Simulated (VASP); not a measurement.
Set up this calculation in VASP 6.6.1, as the native input.

* Task: G0W0 quasiparticle levels
* Functional: LDA
* Potentials or basis: VASP PAW LDA potentials, release 64 (N_GW, B_GW)
* Cutoff: 500 eV
* k mesh: 6 × 6 × 2
* Occupations: gaussian, width 0.01 eV
* Spin: no spin polarisation
* Ladder: free
* GW scheme: G0W0
* GW iterations: 1
* Cutoff of the response function: 200
* Frequency points: 50
* Empty bands: 230
* Further INCAR settings: ALGO = EVGW0; EDIFF = 1e-08; NBANDS = 238

The system is BN.

```
CELL_PARAMETERS angstrom
2.49824 0.00000 0.00000
-1.24912 2.16354 0.00000
0.00000 0.00000 6.63570
ATOMIC_POSITIONS crystal
N 0.66667 0.33333 0.25000
N 0.33333 0.66667 0.75000
B 0.66667 0.33333 0.75000
B 0.33333 0.66667 0.25000
```

The input as run:

POSCAR

```
BN
1.0
    2.4982400000      0.0000000000      0.0000000000
   -1.2491200000      2.1635393048      0.0000000000
    0.0000000000      0.0000000000      6.6357000000
N B
2 2
Direct
    0.6666666667      0.3333333333      0.2500000000
    0.3333333333      0.6666666667      0.7500000000
    0.6666666667      0.3333333333      0.7500000000
    0.3333333333      0.6666666667      0.2500000000
```

INCAR.step1

```
SYSTEM = BN
  PREC = Accurate
  ENCUT = 500
  EDIFF = 1E-8
  ISMEAR = 0
  SIGMA = 0.01
  LREAL = .False.
  LASPH = .True.
  NELM = 100
  ALGO = Fast
  LWAVE = .True.
  LCHARG = .False.
  KPAR = 4
```

INCAR.step2

```
SYSTEM = BN
  PREC = Accurate
  ENCUT = 500
  EDIFF = 1E-8
  ISMEAR = 0
  SIGMA = 0.01
  LREAL = .False.
  LASPH = .True.
  NELM = 1
  ALGO = Exact
  LWAVE = .True.
  LCHARG = .False.
  NBANDS = 238
  LOPTICS = .True.
  ISTART = 1
  KPAR = 4
```

INCAR.step3

```
SYSTEM = BN
  PREC = Accurate
  ENCUT = 500
  EDIFF = 1E-8
  ISMEAR = 0
  SIGMA = 0.01
  LREAL = .False.
  LASPH = .True.
  ALGO = EVGW0
  LWAVE = .False.
  LCHARG = .False.
  NELMGW = 1
  NBANDS = 238
  ENCUTGW = 200
  NOMEGA = 50
  PRECFOCK = Fast
  ISTART = 1
  NBANDSGW = 16
  KPAR = 4
```

KPOINTS

```
regular mesh
0
Gamma
  6 6 2
  0 0 0
```

Potentials or basis: VASP PAW LDA potentials, release 64 (N_GW, B_GW).

Run with:

```console
$ cat potpaw_LDA.64/N_GW/POTCAR potpaw_LDA.64/B_GW/POTCAR > POTCAR
$ cp INCAR.step1 INCAR
$ mpirun -np 4 vasp_std > vasp.out
$ cp INCAR.step2 INCAR
$ mpirun -np 4 vasp_std > vasp.out
$ cp INCAR.step3 INCAR
$ mpirun -np 4 vasp_std > vasp.out
```

Results of the run:

```
Band gap on the k mesh, mean-field level : 4.10 eV, indirect (least direct gap 4.53 eV)
Quasiparticle gap                        : 5.87 eV
Least direct quasiparticle gap           : 6.34 eV
```

Caveat: the k mesh is coarse (spacing up to 0.48 Å⁻¹), so the values aren't converged; bands, screening cutoff and mesh are small and nothing is extrapolated, so the quasiparticle values aren't converged.

Wall time 2.4 min on 4 MPI ranks on Intel(R) Xeon(R) Platinum 8259CL CPU @ 2.50GHz (Skylake/Cascade Lake), on a shared host, peak memory 0.5 GiB a rank.
